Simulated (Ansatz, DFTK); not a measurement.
Given: the input of a run of DFTK 0.8.2 on Y. 

The input run.jl:

```julia
using DFTK
using PseudoPotentialData
using Unitful, UnitfulAtomic
using LinearAlgebra, Printf
include("save.jl")
disable_threading()

# lattice vectors are the columns
lattice = austrip(1u"Å") * [        3.6474        -1.8237            0.0;
                      0.0   3.1587410578            0.0;
                      0.0            0.0         5.7306]
symbols   = [:Y, :Y]
positions = [[0.6666666667, 0.3333333333, 0.75],
             [0.3333333333, 0.6666666667, 0.25]]
pseudopotentials = PseudoFamily("dojo.nc.sr.pbe.v0_4_1.standard.upf")
elements = Dict(s => ElementPsp(s, pseudopotentials) for s in unique(symbols))
atoms    = [elements[s] for s in symbols]

build_model(lattice, positions; symmetries=true) =
    model_DFT(lattice, atoms, positions;
              functionals=PBE(),
              temperature=austrip(0.05u"eV"),
              smearing=Smearing.FermiDirac(),
              symmetries)
Ecut  = 36.0  # hartree
kgrid = [8, 8, 5]
tol   = 1e-6
to_GPa = ustrip(uconvert(u"GPa", 1u"hartree/bohr^3"))

model = build_model(lattice, positions)
basis = PlaneWaveBasis(model; Ecut, kgrid)
display(basis)
scfres = self_consistent_field(basis;
                               tol,
                               nbandsalg=AdaptiveBands(model; n_bands_converge=16))
display(scfres.energies)
@printf "Fermi level: %.6f eV\n" ustrip(auconvert(u"eV", something(scfres.εF, NaN)))
forces = compute_forces_cart(scfres)
println("Forces (eV/Å)")
for (s, f) in zip(symbols, forces)
    @printf "%-3s %12.6f %12.6f %12.6f\n" s ustrip.(auconvert.(u"eV/Å", f))...
end
stress = compute_stresses_cart(scfres)
println("Stress (GPa)")
display(round.(stress * to_GPa; digits=4))
println("Levels at the first k-point (eV): ", round.(ustrip.(auconvert.(u"eV", scfres.eigenvalues[1][1:scfres.n_bands_converge])); digits=4))
save_scf!(scfres; forces, stress)
```

Potentials or basis: dojo.nc.sr.pbe.v0_4_1.standard.upf (PBE).

Command:

```console
$ julia --threads=1 run.jl  # save.jl only writes the numbers to a file and isn't shown; printed stress counts tension as positive; times include loading and compiling
```

Q: Set up the same calculation for Ansatz 0.2.0. Potentials or basis there: all-electron LAPW, scalar-relativistic.

A: As run (cutoffs and basis follow the program's own potentials, and thresholds, step limits or extra output files can differ):

File input.yaml:

```yaml
crystal:
  lattice:
    - [3.6474, 0.0, 0.0]
    - [-1.8237, 3.1587410578, 0.0]
    - [0.0, 0.0, 5.7306]
  atoms:
    - { symbol: "Y", position: [0.6666666667, 0.3333333333, 0.75] }
    - { symbol: "Y", position: [0.3333333333, 0.6666666667, 0.25] }
kpoints:
  mp_grid: { grid: [8, 8, 5] }
scf:
  occupations: { method: fermi_dirac, width: 0.05 }
hamiltonian:
  xc: pbe
  pseudopotentials: { kind: all_electron, lapw: { basis_error: 0.001 } }
output:
  forces: true
  stress: true
  eigenvalues: true
  populations: true
```

Potentials or basis: all-electron LAPW, scalar-relativistic.

The run is started by

```sh
$ ansatz run input.yaml --threads 1 --pin off --max-ram 3072MiB --backend cpu --events-out ev --progress --plain --runs-dir out
```

Both were run:

|  | DFTK | Ansatz |
| --- | --- | --- |
| Pressure | -0.1 GPa | -0.1 GPa |

Where Ansatz's input types no cutoff or centring, it takes its own default and a Γ-centred mesh.

Pressure is positive in compression.
